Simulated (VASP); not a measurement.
# WS2 in VASP: further runs

Runs on WS2. Level: PBEsol. Tasks: equation of state.

Everything below comes from runs of VASP 6.6.1. Logs are shortened: lines on timing, memory, paths and dates and some standing lists are left out, and cuts for length are marked.

### 1 The structure

The cell holds a slab with vacuum, 3 atoms: a = 3.147 Å, b = 3.147 Å, c = 17.003 Å, α = 90.00°, β = 90.00°, γ = 120.00°.

### 2 Equation of state, PBEsol, 46.66 Å³/atom (a relaxed cell with its volume scaled by 0.96)

File INCAR:

```
PREC = Accurate ; ENCUT = 520
EDIFF = 1E-6 ; ISMEAR = 0
SIGMA = 0.02 ; LREAL = False
LASPH = True ; NELM = 80
ALGO = Fast ; ISIF = 2
LWAVE = False ; LCHARG = False
GGA = PS
```

File KPOINTS:

```
Automatic mesh
0
Gamma
  8 8 2
```

File POSCAR:

```
WS2                                     
1.0
    3.1044328622      0.0000000000     -0.0000000000
   -1.5522164311      2.6885177230     -0.0000000000
    0.0000000000      0.0000000000     16.7729431652
  W               S             
     1     2
Direct
     0.0000000000000000    0.0000000000000000    0.0000000000000000
     0.3333333332999970    0.6666666667000030    0.0921863073983601
     0.3333333332999970    0.6666666667000030    0.9078136926016399
```

Potentials or basis: VASP PAW PBE potentials, release 64 (W_sv, S).

Started as:

```sh
cat potpaw_PBE.64/W_sv/POTCAR potpaw_PBE.64/S/POTCAR > POTCAR
mpirun -np 1 vasp_std > vasp.out
```

OUTCAR:

```text
PREC = Accurate
   ENCUT = 520
   EDIFF = 1E-6
   ISMEAR = 0
   LREAL = False
   LASPH = True
   NELM = 80
   ISIF = 2
   GGA = PS

 ion  position               nearest neighbor table
   1  0.000  0.000  0.000-   2 2.37   3 2.37   2 2.37   3 2.37   2 2.37   3 2.37
   2  0.333  0.667  0.092-   1 2.37   1 2.37   1 2.37
   3  0.333  0.667  0.908-   1 2.37   1 2.37   1 2.37

  LATTYP: Found a hexagonal cell.
 ALAT       =     3.1044328622
 C/A-ratio  =     5.4029009193

  Lattice vectors:

 A1 = (   3.1044328622,   0.0000000000,   0.0000000000)
 A2 = (  -1.5522164311,   2.6885177230,   0.0000000000)
 A3 = (   0.0000000000,   0.0000000000,  16.7729431652)

Analysis of symmetry for initial positions (statically):
=====================================================================
 Subroutine PRICEL returns:
 Original cell was already a primitive cell.

 Routine SETGRP: Setting up the symmetry group for a
 hexagonal supercell.

 Subroutine GETGRP returns: Found 12 space group operations
 (whereof 12 operations were pure point group operations)
 out of a pool of 24 trial point group operations.

The static configuration has the point symmetry D_3h.

Analysis of symmetry for dynamics (positions and initial velocities):
=====================================================================
 Subroutine PRICEL returns:
 Original cell was already a primitive cell.

 Routine SETGRP: Setting up the symmetry group for a
 hexagonal supercell.

 Subroutine GETGRP returns: Found 12 space group operations
 (whereof 12 operations were pure point group operations)
 out of a pool of 24 trial point group operations.

The dynamic configuration has the point symmetry D_3h.

 Subroutine INISYM returns: Found 12 space group operations
 (whereof 12 operations are pure point group operations),
 and found     1 'primitive' translations

----------------------------------------------------------------------------------------

                                     Primitive cell

  volume of cell :     139.9924

  direct lattice vectors                    reciprocal lattice vectors
     3.104432862  0.000000000  0.000000000     0.322120028  0.185976085  0.000000000
    -1.552216431  2.688517723  0.000000000     0.000000000  0.371952170  0.000000000
     0.000000000  0.000000000 16.772943165     0.000000000  0.000000000  0.059619829

  length of vectors
     3.104432862  3.104432862 16.772943165     0.371952170  0.371952170  0.059619829
[... 79 lines left out ...]
   LREAL  =      F    real-space projection
   EDIFFG = 0.1E-04   stopping-criterion for IOM
   NSW    =      0    number of steps for IOM
   IBRION =     -1    ionic relax: 0-MD 1-quasi-New 2-CG
   NFREE  =      0    steps in history (QN), initial steepest desc. (CG)
   ISIF   =      2    stress and relaxation
   ISYM   =      2    0-nonsym 1-usesym 2-fastsym
   POTIM  = 0.5000    time-step for ionic-motion
   TEBEG  =    0.0;   TEEND  =   0.0 temperature during run
   PSTRESS=    0.0 pullay stress
   NELECT =      26.0000    total number of electrons
   NUPDOWN=      -1.0000    fix difference up-down
   EMIN   =  10.00;   EMAX   =-10.00  energy-range for DOS
   EFERMI =   0.00;   METHOD = LEGACY
   ISMEAR =     0;   SIGMA  =   0.02  broadening in eV -4-tet -1-fermi 0-gaus
   EFERMI_NEDOS =   21; number of points for ismear=-14 and -15
   IALGO  =     68    algorithm
   IMIX   =      4    mixing-type and parameters
     AMIX     =   0.40;   BMIX     =  1.00
     AMIX_MAG =   1.60;   BMIX_MAG =  1.00
  volume/ion in A,a.u.               =      46.66       314.91
  Fermi-wavevector in a.u.,A,eV,Ry     =   0.934038  1.765076 11.870085  0.872427
  Thomas-Fermi vector in A             =   2.060801
   LORBIT       =      0    0 simple, 1 ext, 2 COOP (PROOUT), +10 PAW based schemes
   GGA     = PS    functional components
   LHFCALC =     F    Hartree Fock is set to
   AEXX    =    0.0000 exact exchange contribution
   IVDW    =     0    specifies the selected vdW correction
   LEPSILON=     F    determine dielectric tensor
   LRPA    =     F    only Hartree local field effects (RPA)
 non-spin polarized calculation
 RMM-DIIS sequential band-by-band and
 Gauss-broadening in eV      SIGMA  =   0.02
  energy-cutoff  :      520.00
  volume of cell :      139.99
 maximum number of plane-waves:      3800
 NGX is ok and might be reduce to    24
   NGX = 11   NGY = 11   NGZ = 63

 number of electron      25.9999997 magnetization

 Free energy of the ion-electron system (eV)
  ---------------------------------------------------
  ext. energy  EPLUGINS =         0.00000000
  ---------------------------------------------------
  free energy    TOTEN  =       -25.20104918 eV

  energy without entropy =      -25.20104918  energy(sigma->0) =      -25.20104918

 E-fermi :  -1.0041     XC(G=0):  -4.6879

 val. band max:       -1.1437765394   @ k =   0.0000   0.0000   0.0000
 cond. band min:       1.2561843613   @ k =   0.2500   0.1250   0.0000
 fundamental gap:      2.3999609007
 Fermi energy:        -1.0040902246

 k-point     1 :       0.0000    0.0000    0.0000
  band No.  band energies     occupation
      1     -74.7852      2.00000
      2     -39.1186      2.00000
      3     -38.8793      2.00000
      4     -38.8793      2.00000
      5     -16.1322      2.00000
      6     -14.3053      2.00000
[... 377 lines left out ...]
      4     -39.0247      2.00000
      5     -13.3935      2.00000
      6     -13.3394      2.00000
[... 9 lines left out ...]
     16       3.2347      0.00000
     17       5.4262      0.00000

------------------------ aborting loop because EDIFF is reached ----------------------------------------

  FORCE on cell =-STRESS in cart. coord.  units (eV):
  Direction    XX          YY          ZZ          XY          YZ          ZX
  --------------------------------------------------------------------------------------
  -------------------------------------------------------------------------------------
  Total        2.3117989      2.3117989      2.4512301      0.0000000      0.0000000      0.0000000
  in kB       26.4579498     26.4579498     28.0537040      0.0000000      0.0000000      0.0000000
  external PRESSURE =      26.9898678 kB  Pullay stress =       0.0000000 kB

 VOLUME and BASIS-vectors are now :
 -----------------------------------------------------------------------------
  energy-cutoff  :      520.00
  volume of cell :      139.99
      direct lattice vectors                 reciprocal lattice vectors
     3.104432862  0.000000000  0.000000000     0.322120028  0.185976085  0.000000000
    -1.552216431  2.688517723  0.000000000     0.000000000  0.371952170  0.000000000
     0.000000000  0.000000000 16.772943165     0.000000000  0.000000000  0.059619829

 POSITION                                       TOTAL-FORCE (eV/Angst)
 -----------------------------------------------------------------------------------
      0.00000      0.00000      0.00000         0.000000     -0.000000      0.000000
     -0.00000      1.79235      1.54624        -0.000000      0.000000      0.801594
     -0.00000      1.79235     15.22671         0.000000      0.000000     -0.801594
 -----------------------------------------------------------------------------------
    total drift:                                0.000000     -0.000000     -0.000000

  FREE ENERGIE OF THE ION-ELECTRON SYSTEM (eV)
  ---------------------------------------------------
  free  energy   TOTEN  =       -25.2010491809 eV

  energy  without entropy=      -25.2010491809  energy(sigma->0) =      -25.20104918
```

OSZICAR:

```text
N       E                     dE             d eps       ncg     rms          rms(c)
DAV:   1     0.183327415347E+03    0.18333E+03   -0.12721E+04   832   0.132E+03
DAV:   2    -0.130466826552E+02   -0.19637E+03   -0.19344E+03   900   0.302E+02
DAV:   3    -0.261957090167E+02   -0.13149E+02   -0.13097E+02   939   0.760E+01
[... 13 lines left out ...]
RMM:  17    -0.252009949053E+02   -0.12219E-04   -0.56868E-06   729   0.144E-02    0.105E-02
RMM:  18    -0.252010311618E+02   -0.36256E-04   -0.29048E-06   622   0.851E-03    0.355E-03
RMM:  19    -0.252010398549E+02   -0.86931E-05   -0.11309E-06   583   0.505E-03    0.278E-03
RMM:  20    -0.252010490394E+02   -0.91845E-05   -0.14222E-06   545   0.367E-03    0.131E-03
RMM:  21    -0.252010491809E+02   -0.14148E-06   -0.80881E-08   344   0.184E-03
   1 F= -.25201049E+02 E0= -.25201049E+02  d E =-.114642E-24
```

It took 88 s on 1 thread of Intel Xeon Platinum 8259CL at 2.50GHz (Skylake/Cascade Lake), shared host; peak memory 0.26 GiB.

Results:

- Free energy: -25.2010 eV
- Largest force: 0.802 eV/Å
- Band gap on the k mesh: 2.40 eV, indirect (least direct gap 2.54 eV)

Caveat: the PAW data sets were made with another functional, which shifts forces and pressure a little; spin-orbit coupling is left out, which moves the levels of the heavy elements.

### 3 Equation of state, PBEsol, 47.64 Å³/atom (a relaxed cell with its volume scaled by 0.98)

INCAR is that of step 2.

KPOINTS is that of step 2.

File POSCAR:

```
WS2                                     
1.0
    3.1258434206      0.0000000000     -0.0000000000
   -1.5629217103      2.7070598104     -0.0000000000
    0.0000000000      0.0000000000     16.8886222908
  W               S             
     1     2
Direct
     0.0000000000000000    0.0000000000000000    0.0000000000000000
     0.3333333332999970    0.6666666667000030    0.0921863073983601
     0.3333333332999970    0.6666666667000030    0.9078136926016399
```

Potentials or basis: VASP PAW PBE potentials, release 64 (W_sv, S).

Started as:

```sh
cat potpaw_PBE.64/W_sv/POTCAR potpaw_PBE.64/S/POTCAR > POTCAR
mpirun -np 1 vasp_std > vasp.out
```

Run time: 81 s. Hardware: 1 thread of Intel Xeon Platinum 8259CL at 2.50GHz (Skylake/Cascade Lake), shared host; peak memory 0.27 GiB.

The run converged. Its results:

```
Free energy            : -25.2374 eV
Largest force          : 0.386 eV/Å
Band gap on the k mesh : 2.35 eV, indirect (least direct gap 2.47 eV)
```

Caveat: the PAW data sets were made with another functional, which shifts forces and pressure a little; spin-orbit coupling is left out, which moves the levels of the heavy elements.

### 4 Equation of state, PBEsol, 48.61 Å³/atom

INCAR is that of step 3.

KPOINTS is that of step 3.

File POSCAR:

```
WS2                                     
1.0
    3.1469646250      0.0000000000     -0.0000000000
   -1.5734823125      2.7253513100     -0.0000000000
    0.0000000000      0.0000000000     17.0027380652
  W               S             
     1     2
Direct
     0.0000000000000000    0.0000000000000000    0.0000000000000000
     0.3333333332999970    0.6666666667000030    0.0921863073983601
     0.3333333332999970    0.6666666667000030    0.9078136926016399
```

Started as:

```sh
cat potpaw_PBE.64/W_sv/POTCAR potpaw_PBE.64/S/POTCAR > POTCAR
mpirun -np 1 vasp_std > vasp.out
```

Wall time 76 s (1 thread of Intel Xeon Platinum 8259CL at 2.50GHz (Skylake/Cascade Lake), shared host); peak memory 0.27 GiB.

Results (log left out):

* Free energy: -25.2489 eV
* Band gap on the k mesh: 2.30 eV, indirect (least direct gap 2.40 eV)

Caveat: the PAW data sets were made with another functional, which shifts forces and pressure a little; spin-orbit coupling is left out, which moves the levels of the heavy elements.

### 5 Equation of state, PBEsol, 49.58 Å³/atom (a relaxed cell with its volume scaled by 1.02)

INCAR is that of step 4.

KPOINTS is that of step 4.

File POSCAR:

```
WS2                                     
1.0
    3.1678060577      0.0000000000     -0.0000000000
   -1.5839030288      2.7434005201     -0.0000000000
    0.0000000000      0.0000000000     17.1153422611
  W               S             
     1     2
Direct
     0.0000000000000000    0.0000000000000000    0.0000000000000000
     0.3333333332999970    0.6666666667000030    0.0921863073983601
     0.3333333332999970    0.6666666667000030    0.9078136926016399
```

Started as:

```sh
cat potpaw_PBE.64/W_sv/POTCAR potpaw_PBE.64/S/POTCAR > POTCAR
mpirun -np 1 vasp_std > vasp.out
```

Run time: 96 s. Hardware: 1 thread of Intel Xeon Platinum 8259CL at 2.50GHz (Skylake/Cascade Lake), shared host; peak memory 0.27 GiB.

It converged, with:

- Free energy: -25.2382 eV
- Largest force: 0.354 eV/Å
- Band gap on the k mesh: 2.25 eV, indirect (least direct gap 2.34 eV)

Caveat: the PAW data sets were made with another functional, which shifts forces and pressure a little; spin-orbit coupling is left out, which moves the levels of the heavy elements.

### 6 Equation of state, PBEsol, 50.55 Å³/atom (a relaxed cell with its volume scaled by 1.04)

INCAR is that of step 5.

KPOINTS is that of step 5.

File POSCAR:

```
WS2                                     
1.0
    3.1883768033      0.0000000000     -0.0000000000
   -1.5941884016      2.7612153084     -0.0000000000
    0.0000000000      0.0000000000     17.2264839614
  W               S             
     1     2
Direct
     0.0000000000000000    0.0000000000000000    0.0000000000000000
     0.3333333332999970    0.6666666667000030    0.0921863073983601
     0.3333333332999970    0.6666666667000030    0.9078136926016399
```

Potentials or basis: VASP PAW PBE potentials, release 64 (W_sv, S).

Started as:

```sh
cat potpaw_PBE.64/W_sv/POTCAR potpaw_PBE.64/S/POTCAR > POTCAR
mpirun -np 1 vasp_std > vasp.out
```

Run time: 73 s. Hardware: 1 thread of Intel Xeon Platinum 8259CL at 2.50GHz (Skylake/Cascade Lake), shared host; peak memory 0.27 GiB.

It converged, with:

| Property | Result |
| --- | --- |
| Free energy | -25.2074 eV |
| Largest force | 0.684 eV/Å |
| Band gap on the k mesh | 2.20 eV, indirect (least direct gap 2.27 eV) |

Caveat: the PAW data sets were made with another functional, which shifts forces and pressure a little; spin-orbit coupling is left out, which moves the levels of the heavy elements.

### 7 Equation of state, PBEsol

No new run: the results of the series are fitted here.

What came out:

| Quantity | Value |
| --- | --- |
| Equilibrium volume | 48.61 Å³/atom |
| Bulk modulus at fixed shape and positions | 61 GPa |
| Pressure derivative of the bulk modulus | 4.3 (rough: it moves with the points fitted) |

Energy against volume, from the lowest point:
```
volume (Å³/atom)  energy (meV/atom)
          46.664              15.96
          47.636               3.85
          48.608               0.00
          49.581               3.58
          50.553              13.84
```

Caveat: the cell was scaled at fixed shape and fractional positions, which overstates the stiffness of a crystal with free parameters, most of all of layers and chains; the PAW data sets were made with another functional, which shifts forces and pressure a little. The run has no spin-orbit coupling, so splittings on W are missing.
